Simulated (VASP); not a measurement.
Write the native input for VASP 6.6.1 that does the following.

```yaml
Task: single point
Functional: r2SCAN
Dispersion: rVV10
Potentials_or_basis: VASP PAW PBE potentials, release 64 (Pb_d, Se)
Cutoff: 520 eV
k_mesh: 6 × 6 × 6
Occupations: fermi-dirac, width 0.02 eV
Spin: no spin polarisation
Dipole_correction: no
Further_INCAR_settings: ALGO = Normal; EDIFF = 1e-07; NBANDS = 20
```

PbSe2:

```xyz
3
Lattice="2.0150 1.1634 5.7137 -2.0150 1.1634 5.7137 0.0000 -2.3268 5.7137" Properties=species:S:1:pos:R:3 pbc="T T T"
Pb    0.0000    0.0000    0.0000
Se    0.0000    0.0000    4.0500
Se    0.0000    0.0000   13.0911
```

The cell was built by a generator and needn't be a form met in nature.

The input as run:

POSCAR

```
PbSe2
1.0
    2.0150468092      1.1633878177      5.7137170897
   -2.0150468092      1.1633878177      5.7137170897
    0.0000000000     -2.3267756354      5.7137170897
Pb Se
1 2
Direct
    0.0000000000      0.0000000000      0.0000000000
    0.2362761234      0.2362761234      0.2362761234
    0.7637238766      0.7637238766      0.7637238766
```

INCAR.step1

```
SYSTEM = PbSe2
PREC     = Accurate       ! precision mode
ENCUT    = 520            ! plane-wave cutoff, eV
ISMEAR   = -1             ! smearing method
SIGMA    = 0.02           ! smearing width, eV
LREAL    = .False.        ! projectors in reciprocal space
LASPH    = .True.         ! aspherical terms in the spheres
NELM     = 100            ! most SCF steps
NBANDS   = 20             ! bands
GGA      = PE             ! functional
ALGO     = Normal         ! electronic algorithm
EDIFF    = 1E-4           ! SCF threshold, eV
LWAVE    = .True.         ! write WAVECAR
LCHARG   = .False.        ! write CHGCAR
```

INCAR.step2

```
SYSTEM = PbSe2
PREC     = Accurate       ! precision mode
ENCUT    = 520            ! plane-wave cutoff, eV
EDIFF    = 1E-7           ! SCF threshold, eV
ISMEAR   = -1             ! smearing method
SIGMA    = 0.02           ! smearing width, eV
LREAL    = .False.        ! projectors in reciprocal space
LASPH    = .True.         ! aspherical terms in the spheres
NELM     = 100            ! most SCF steps
ALGO     = Normal         ! electronic algorithm
ISIF     = 2              ! what is computed and relaxed
LWAVE    = .False.        ! write WAVECAR
LCHARG   = .False.        ! write CHGCAR
METAGGA  = R2SCAN         ! meta-GGA
LMIXTAU  = .True.       
LUSE_VDW = .True.       
IVDW_NL  = 2            
BPARAM   = 11.95        
CPARAM   = 0.0093       
NBANDS   = 20             ! bands
ISTART   = 1
```

KPOINTS

```
Automatic mesh
0
Gamma
  6 6 6
  0 0 0
```

Potentials or basis: VASP PAW PBE potentials, release 64 (Pb_d, Se).

Command:

```bash
$ cat potpaw_PBE.64/Pb_d/POTCAR potpaw_PBE.64/Se/POTCAR > POTCAR
$ cp INCAR.step1 INCAR
$ mpirun -np 1 vasp_std > vasp.out
$ cp INCAR.step2 INCAR
$ mpirun -np 1 vasp_std > vasp.out
```

It gave:

```json
{
  "Pressure": "0.2 GPa",
  "Largest force": "0.026 eV/Å",
  "Band gap on the k mesh": "none (metal or under the smearing width)"
}
```

Caveat: the PAW data sets were made with another functional, which shifts forces and pressure a little.

Run time: 8.2 min on 1 thread of AMD EPYC 7R13 Processor (Zen 3), on a shared host, peak memory 0.74 GiB.
